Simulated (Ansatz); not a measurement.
# ZnS (F-43m) in Ansatz: further runs

Runs on ZnS. Level: r2SCANh. Tasks: band structure, single point, equation of state.

All numbers are computed with Ansatz 0.2.0; they aren't measurements. Logs are shortened: lines on timing, memory, paths and dates and some standing lists are left out, and cuts for length are marked.

**What was measured.**

From “Electronic, vibrational, and thermodynamic properties of ZnS (zincblende and rocksalt structure)”, 2009, arxiv:0911.5022, for a bulk crystal of ZnS at 19 K: band gap 3.85 eV (direct).

The runs below are set against these values where they give the same quantity.

### 1 The crystal as given

It takes space group F-43m (No. 216, cubic). The conventional cell has a = 5.404 Å, b = 5.404 Å, c = 5.404 Å, α = 90.00°, β = 90.00°, γ = 90.00°. Zn (site symmetry -43m) is surrounded by 4 S at 2.34 Å. Around S (site symmetry -43m) lie 4 Zn at 2.34 Å.

### 2 Band structure, r2SCANh

Contents of input.yaml:

```yaml
crystal:
  lattice:
    - [0.0, 2.702, 2.702]
    - [2.702, 0.0, 2.702]
    - [2.702, 2.702, 0.0]
  atoms:
    - { symbol: Zn, position: [0.75, 0.75, 0.75] }
    - { symbol: S, position: [0.0, 0.0, 0.0] }
hamiltonian:
  xc: r2scanh
  pseudopotentials: { kind: paw }
kpoints:
  mp_grid: { grid: [5, 5, 5] }
  band_path:
    path:
      - [[0.0, 0.0, 0.0], [0.5, 0.0, 0.5], [0.5, 0.25, 0.75], [0.375, 0.375, 0.75], [0.0, 0.0, 0.0], [0.5, 0.5, 0.5], [0.625, 0.25, 0.625], [0.5, 0.25, 0.75], [0.5, 0.5, 0.5], [0.375, 0.375, 0.75]]
      - [[0.625, 0.25, 0.625], [0.5, 0.0, 0.5]]
    npoints: 4
scf:
  occupations: { method: fermi_dirac, width: 0.05 }
  n_extra_bands: 6
output:
  forces: true
  stress: true
  eigenvalues: true
  fatbands: false
```

Potentials or basis: Ansatz PAW.

Launch:

```sh
$ ansatz run input.yaml --threads 2 --pin off --max-ram 5632MiB --backend cpu --events-out ev --progress --plain --runs-dir out
```

Output:

```text
Warning: output.stress: scf.convergence.dr2_threshold = 1e-7 eV (the SCF's general default) is looser than the 2e-10 eV advised for a printed stress (1e-10 eV for each atom of the cell: 2). What an SCF threshold leaves in a stress goes as its square root, and in the free energy as the threshold itself, and one threshold admits the most on a small cell: of the crystals measured, under no hybrid functional and no lock of the moments, on runs that ended without the residual-converged pass, on stresses that held no estimate of that error, the worst erred by over 100 MPa in a component at 1e-7 eV an atom and by under 5 at 1e-10. Set scf.convergence.dr2_threshold to 2e-10 eV or tighter. The threshold is an SCF's pass mark: one that does not reach it within its budget of iterations ends unconverged, or closes short of it on a stop that the run arms, and scf.convergence.dr2_threshold's page says what that costs each kind of run
Warning: output.stress: scf.exx.energy_threshold = 1e-6 eV is looser than the 2e-8 eV advised for a stress under a hybrid functional (1e-8 eV for each atom of the cell: 2). Every SCF of the exchange loop can meet its threshold on dr2 while the loop round them stops early: no threshold on dr2 bounds what that leaves in the stress. Set scf.exx.energy_threshold to 2e-8 eV or tighter. The threshold is the loop's pass mark: a loop that does not reach it within its budget of cycles ends unconverged, and scf.exx.energy_threshold's page has the law
Warning: RAYON_NUM_THREADS=2 ignored (pool sized by the plan → 2); use --threads N
scf.n_extra_bands = 6 over 9 filled bands (N_el = 18.0): the run solves 15 bands
Engine: ansatz 0.2.0, aarch64-unknown-linux-gnu
Pseudopotentials: kind: paw
Pseudopotential: Zn, paw, valence charge 12, recommended cutoff 500 eV (meta_gga), Zn.paw.azcp
Pseudopotential: S, paw, valence charge 6, recommended cutoff 500 eV (meta_gga), S.paw.azcp
Functional definition: r2SCANh
  parameter a = 0.1
  parameter k0 = 0.174
  parameter k1 = 0.065
  parameter a1 = 4.9479
  exchange = (1 - a)*r2scan_x(k0 = k0, k1 = k1, a1 = a1) + a*exact_x
  correlation = r2scan_c
Crystal: 2 atoms, lattice volume = 39.454 Å³
Basis set: ecut = 500 eV, 965 PW (Γ), exchange–correlation on 120×120×120 points (64 copies of the dense FFT grid, shifted against one another)
Bands: 15, of which v1, the nominal top of the filled ones, is band 9 counted from 1 (8 counted from 0)
Symmetry: 24 space group operations
Space group: F-43m (ITA 216), of the structure as read, at distance tolerance 3.4e-5 Å
k-points: 10 of 125 (time reversal used)
Non-local potential: Zn, projectors of the file, l = 0: 2, l = 1: 2, l = 2: 3, l = 3: 1
Non-local potential: S, projectors of the file, l = 0: 2, l = 1: 2, l = 2: 2
PAW form: soft (Blöchl's): semilocal exchange-correlation on the pseudo side does not see the compensation charge
PAW frozen core: Zn, regenerated for the run's functional, and the local potential with it (the file was generated under x = pbe(κ = 0.804, μ = 0.2195149727645171), c = pbe(β = 0.06672455060314922))
PAW frozen core: S, regenerated for the run's functional, and the local potential with it (the file was generated under x = pbe(κ = 0.804, μ = 0.2195149727645171), c = pbe(β = 0.06672455060314922))
PAW one-centre angular grid: Zn, 590 points (default); XC on 261 of its mesh's 2673 points in the sphere
PAW one-centre angular grid: S, 302 points (default); XC on 160 Gauss nodes
Initial density: superposition of atomic densities (neutral atoms: chi_scale 0, normalization atom), corrected by the library's trained network
Initial wavefunctions: pseudopotential atomic-orbital guess
Functional: x = r2scan, c = r2scan; τ floored in thin density (d = 2e-4 eV/Å³), warm-up for x = 0.9 r2scan + 0.1 exact, c = r2scan; τ floored in thin density (d = 2e-4 eV/Å³)
SCF iter   1: F=—  HF=-4233.445002 eV  |F-HF|=—  |Δ(HF+E_count)|=         —  Δρ=1.59e-2  dr2=4.97e-2  dr2_τ=6.57e-3  ethr=1.77e-3  ⟨swp⟩=10.7  Hψ=814  notcnv=0
preconditioner: auto → none  [insulator: Δε(μ)=2.650 eV  Ē_g=14.811 eV  σ=0.050 eV  W_gap=1.00  n_scr=14 (ndim 8)  ℏωp=25.1 eV  f_vac=0.027  D(μ)=0.00/eV (n_scr^D=0)]
SCF iter   2: F=—  HF=-4233.446403 eV  |F-HF|=—  |Δ(HF+E_count)|=   1.40e-3  Δρ=4.79e-3  dr2=9.37e-3  dr2_τ=3.69e-4  ethr=2.76e-4  ⟨swp⟩=4.2  Hψ=493  notcnv=0
SCF iter   3: F=—  HF=-4233.440803 eV  |F-HF|=—  |Δ(HF+E_count)|=   5.60e-3  Δρ=3.02e-3  dr2=1.50e-3  dr2_τ=8.93e-6  ethr=5.21e-5  ⟨swp⟩=4.0  Hψ=417  notcnv=0
iter 4 solved again at ethr=3.66e-7 eV; its pass at ethr=8.32e-6 eV (dr2=6.59e-5 eV) is discarded
SCF iter   4: F=-4233.441102 eV  HF=-4233.441152 eV  |F-HF|=5.04e-5  |Δ(HF+E_count)|=   3.49e-4  Δρ=3.68e-4  dr2=7.26e-5  dr2_τ=2.01e-6  ethr=3.66e-7  ⟨swp⟩=3.0  Hψ=537  notcnv=0
SCF 1 stopped early in 4 iterations: F = -4233.441102 eV  dr2 = 7.26e-5
Initial density: handed on by an earlier stage of this run
Initial wavefunctions: those handed on with the density
Functional: x = 0.9 r2scan + 0.1 exact, c = r2scan; τ floored in thin density (d = 2e-4 eV/Å³)
Frozen-core exchange: fock
SCF iter   1: F=—  HF=-4232.804276 eV  |F-HF|=—  |Δ(HF+E_count)|=         —  Δρ=6.83e-3  dr2=1.02e-2  dr2_τ=2.40e-5  ethr=4.03e-6  ⟨swp⟩=5.4  Hψ=663  notcnv=0
preconditioner: auto → none  [insulator: Δε(μ)=3.333 eV  Ē_g=15.883 eV  σ=0.050 eV  W_gap=1.00  n_scr=14 (ndim 8)  ℏωp=25.1 eV  f_vac=0.026  D(μ)=0.00/eV (n_scr^D=0)]
SCF iter   2: F=—  HF=-4232.801457 eV  |F-HF|=—  |Δ(HF+E_count)|=   2.82e-3  Δρ=9.10e-4  dr2=3.14e-4  dr2_τ=6.29e-6  ethr=4.03e-6  ⟨swp⟩=4.0  Hψ=461  notcnv=0
SCF iter   3: F=—  HF=-4232.802080 eV  |F-HF|=—  |Δ(HF+E_count)|=   6.23e-4  Δρ=5.69e-4  dr2=8.02e-5  dr2_τ=2.81e-6  ethr=1.50e-6  ⟨swp⟩=2.9  Hψ=265  notcnv=0
SCF iter   4: F=—  HF=-4232.802060 eV  |F-HF|=—  |Δ(HF+E_count)|=   1.97e-5  Δρ=1.58e-4  dr2=1.02e-5  dr2_τ=5.74e-8  ethr=4.34e-7  ⟨swp⟩=2.0  Hψ=240  notcnv=0
SCF iter   5: F=—  HF=-4232.802060 eV  |F-HF|=—  |Δ(HF+E_count)|=   3.92e-7  Δρ=6.25e-5  dr2=1.56e-6  dr2_τ=5.73e-8  ethr=4.52e-8  ⟨swp⟩=3.7  Hψ=344  notcnv=0
SCF iter   6: F=-4232.802065 eV  HF=-4232.802065 eV  |F-HF|=2.53e-7  |Δ(HF+E_count)|=   5.27e-6  Δρ=2.46e-5  dr2=4.06e-7  dr2_τ=1.34e-8  ethr=5.03e-9  ⟨swp⟩=3.5  Hψ=403  notcnv=0
SCF 2 stopped early in 6 iterations: F = -4232.802065 eV  dr2 = 4.06e-7
hybrid outer 1: dexx = +5.590e-4 eV, tail = 1.49e-6 eV
Frozen-core exchange: fock
SCF iter   1: F=—  HF=-4232.802040 eV  |F-HF|=—  |Δ(HF+E_count)|=         —  Δρ=9.27e-6  dr2=2.01e-8  dr2_τ=5.67e-10  ethr=4.13e-8  ⟨swp⟩=4.2  Hψ=369  notcnv=0
preconditioner: auto → none  [insulator: Δε(μ)=3.338 eV  Ē_g=15.794 eV  σ=0.050 eV  W_gap=1.00  n_scr=14 (ndim 8)  ℏωp=25.1 eV  f_vac=0.026  D(μ)=0.00/eV (n_scr^D=0)]
SCF iter   2: F=-4232.802040 eV  HF=-4232.802040 eV  |F-HF|=2.02e-10  |Δ(HF+E_count)|=   6.44e-9  Δρ=1.85e-6  dr2=3.37e-9  dr2_τ=1.20e-10  ethr=9.97e-11  ⟨swp⟩=4.0  Hψ=419  notcnv=0
SCF 3 converged in 2 iterations: F = -4232.802040 eV  dr2 = 3.37e-9
  Residual-converged pass: ⟨swp⟩=2.7  Hψ=247  notcnv=0  max |occ|·‖R‖ = 2.2e-6 eV (tolerance 2.4e-6 eV)  dr2=3.37e-9  dr2_τ=1.21e-10  dr2_onsite=1.37e-10  max |Δocc| = 2.7e-25
hybrid outer 2: dexx = +1.781e-8 eV, tail = 7.28e-9 eV, Δε = 9.86e-4 eV (about 1.07e-4 eV left of the loop's levels)
NSCF: frozen V_eff on 42 k-points
hybrid SCF converged: 2 outer / 8 inner (+4 warm-up), last move |dexx| = 1.78e-8 eV, tail = 7.28e-9 eV
Stability not checked: this state was not tested for a lower state beside it, because the functional holds exact exchange (a hybrid, or Hartree-Fock), whose exchange loop this test does not read (fock_operator; see scf.lower_state_search)
Free energy (F): -4232.802040 eV
Frozen-core exchange: fock
Harris-Foulkes:  -4232.802040 eV  (|F-HF|=2.02e-10)
Internal energy: -4232.802040 eV  (E = F + TS)
E sigma→0 (E₀):  -4232.802040 eV
Fermi energy:    6.809812 eV
--- Per-component energies (eV) ---
  E_band       = -17.343398
  E_kinetic    = 237.331626
  E_local      = -2050.044423  (includes V_loc(G=0)·N_el)
  E_nonlocal   = 648.182261
  E_hartree    = 861.534510
  E_xc         = -196.024814
  E_vxc        = -133.853352  (∫ρ·V_xc dr)
  E_exx        = -24.251173  (= α·E_x^exact, valence–valence)
  E_paw        = -2456.095415  (= ΣΔE_a)
  E_vpaw       = -399.752466  (= ΣTr[D̂ρ^β])
  E_aug_tail   = -0.000055  (compensation charges beyond the density's cutoff)
  E_vtau       = 6.226342  (kinetic-family band-sum trace: ∫τ·v_τ [+ j·A + Jᵃ·Aᵃ] dr)
  E_ewald      = -1253.379294
  E_core_change = -0.055261  (= ΣΔE_core)
  E_smearing   = -0.000000  (= −TS)
  E_closure    = -0.000000  (closes the sum)
  Σ components = -4232.802040   (vs F -4232.802040, Δ=0.00e0)
--- Forces (eV/Å), atoms counted from 1 ---
  atom   1  Zn     0.00000000     0.00000000     0.00000000
  atom   2  S     -0.00000000     0.00000000     0.00000000
  max |Σ_I F_I| component: 1.30e-16 eV/Å
--- Stress (GPa, compression-positive) ---
       -0.508259       0.000000      -0.000000
       -0.000000      -0.508259       0.000000
       -0.000000       0.000000      -0.508259
  P = ⅓ Tr σ = -0.5083 GPa (-5.083 kbar)
--- Band table (eV; the first three rows and the last of 10) ---
  k-point 0: bands = ["-8.9679", "-2.0185", "-2.0185", "-2.0185", "-1.5191", "-1.5191", "5.1134", "5.1134", "5.1134", "8.4511", "12.7332", "12.7332", "12.7332", "18.0970", "18.0970"]
  k-point 1: bands = ["-8.6686", "-1.9728", "-1.9702", "-1.9702", "-1.5202", "-1.5202", "2.8952", "4.7659", "4.7659", "9.7202", "12.8671", "13.2659", "13.2659", "17.2126", "17.2126"]
  k-point 2: bands = ["-8.1050", "-1.9083", "-1.9083", "-1.5837", "-1.4988", "-1.4988", "0.2179", "4.2817", "4.2817", "9.6860", "13.2840", "13.2840", "14.8797", "18.3611", "18.8274"]
  k-point 9: bands = ["-7.7566", "-1.8632", "-1.7857", "-1.6153", "-1.5034", "-1.2453", "0.4934", "2.1472", "2.9740", "11.6310", "12.1128", "13.5282", "16.3245", "17.6564", "19.8903"]
```

Wall time 2 min (2 threads of Arm Neoverse V2, shared host); peak memory 1.1 GiB.

Results:

| Property | Result |
| --- | --- |
| Free energy | -4232.8020 eV |
| Pressure | -0.5 GPa |
| Band gap on the k mesh | 3.34 eV, direct |
| Band gap along the path | 3.34 eV, direct |

Levels at the corners of the path, in eV from the valence-band top:
```csv
point,band 5,band 6,band 7,band 8,band 9,band 10,band 11,band 12,band 13,band 14
Γ,-6.63,-6.63,0.00,0.00,0.00,3.34,7.62,7.62,7.62,12.98
X,-6.56,-6.39,-4.83,-2.33,-2.33,4.34,5.18,12.55,13.67,13.67
W,-6.67,-6.21,-4.75,-2.91,-2.86,6.70,7.41,9.20,9.36,14.20
K,-6.60,-6.26,-4.80,-3.29,-1.90,5.17,7.18,10.69,11.17,12.23
Γ,-6.63,-6.63,0.00,0.00,0.00,3.34,7.62,7.62,7.62,12.98
L,-6.60,-6.42,-5.52,-0.91,-0.91,4.51,8.10,8.10,10.14,13.61
U,-6.60,-6.26,-4.80,-3.29,-1.90,5.17,7.18,10.69,11.17,12.23
W,-6.67,-6.21,-4.75,-2.91,-2.86,6.70,7.41,9.20,9.36,14.20
L,-6.60,-6.42,-5.52,-0.91,-0.91,4.51,8.10,8.10,10.14,13.61
K,-6.60,-6.26,-4.80,-3.29,-1.90,5.17,7.18,10.69,11.17,12.23
U,-6.60,-6.26,-4.80,-3.29,-1.90,5.17,7.18,10.69,11.17,12.23
X,-6.56,-6.39,-4.83,-2.33,-2.33,4.34,5.18,12.55,13.67,13.67
```

Caveat: the PAW data sets come from PBE, with cores solved anew for the run's functional, which leaves a small shift of forces and pressure; the thresholds are loose for stress.

(Continued in part 2 of 2.)
